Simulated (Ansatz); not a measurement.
# Nb: response to strain

Nb is deformed so: z strained by -1.5 % at fixed volume. What stress and forces result, by LAPW, PAW and all-electron datasets made for the crystal?

The COD entry's cell or inner coordinates are ideal or old and differ from later refinements, so a difference from it is no clean test against experiment.

Program: Ansatz 0.2.0. Level of theory: DFT PBE, scalar-relativistic. These are calculated values, not measurements.

## (1) The system as given

The structure is cubic, space group Im-3m (No. 229). Conventional cell: a = 3.328 Å, b = 3.328 Å, c = 3.328 Å, α = 90.00°, β = 90.00°, γ = 90.00°. Nb (site symmetry m-3m) has 8 Nb at 2.88 Å as nearest neighbours.

As a file:

```
Nb
1.0
    -1.66395    1.66395    1.66395
     1.66395   -1.66395    1.66395
     1.66395    1.66395   -1.66395
Nb
1
Direct
  0.00000 0.00000 0.00000
```

## (2) The deformed structure

Space group Im-3m before, I4/mmm after.

## (3) Full-potential LAPW

File input.yaml:

```yaml
crystal:
  lattice:
    - [-1.676571799, 1.676571799, 1.63899075]
    - [1.676571799, -1.676571799, 1.63899075]
    - [1.676571799, 1.676571799, -1.63899075]
  atoms:
    - { symbol: Nb, position: [0.0, 0.0, 0.0] }
kpoints:
  mp_grid: { grid: [15, 15, 15] }
scf:
  occupations: { method: fermi_dirac, width: 0.03 }
hamiltonian:
  xc: pbe
  pseudopotentials: { kind: all_electron, lapw: { basis_error: 0.001 } }
output:
  forces: true
  stress: true
  eigenvalues: true
```

Launch:

```
ansatz run input.yaml --threads 1 --pin off --max-ram 2048MiB --backend cpu --events-out ev --progress --plain --runs-dir out
```

## (4) PAW on the default files

input.yaml: that of step 3 with these lines changed.

```diff
@@ -13,3 +13,3 @@
   xc: pbe
-  pseudopotentials: { kind: all_electron, lapw: { basis_error: 0.001 } }
+  pseudopotentials: { kind: paw }
 output:
@@ -18 +18,2 @@
   eigenvalues: true
+  efg: { contact_densities: true }
```

## (5) All-electron PAW on datasets made for the crystal

input.yaml: that of step 4 with these lines changed.

```diff
@@ -13,3 +13,3 @@
   xc: pbe
-  pseudopotentials: { kind: paw }
+  pseudopotentials: { kind: all_electron, datasets: crystal }
 output:
```

(Steps that only read results are left out.)

**Question.** What will these runs give? Wanted: pressure; largest shear or deviatoric stress.

The runs gave:

```
                                 quantity                                              value
                                 pressure  LAPW -2.45, PAW -2.45, crystal datasets -2.45 GPa
largest shear or deviatoric stress (LAPW)                                           1.56 GPa
```

**Reading.** The largest part of the stress beyond the pressure is 1.56 GPa in size, in the zz component. No run of the undeformed cell stands beside it, so the pressure holds what the given cell had before the change. PAW: stress within 0.01 GPa of LAPW. Crystal datasets: stress within 0.01 GPa of LAPW.
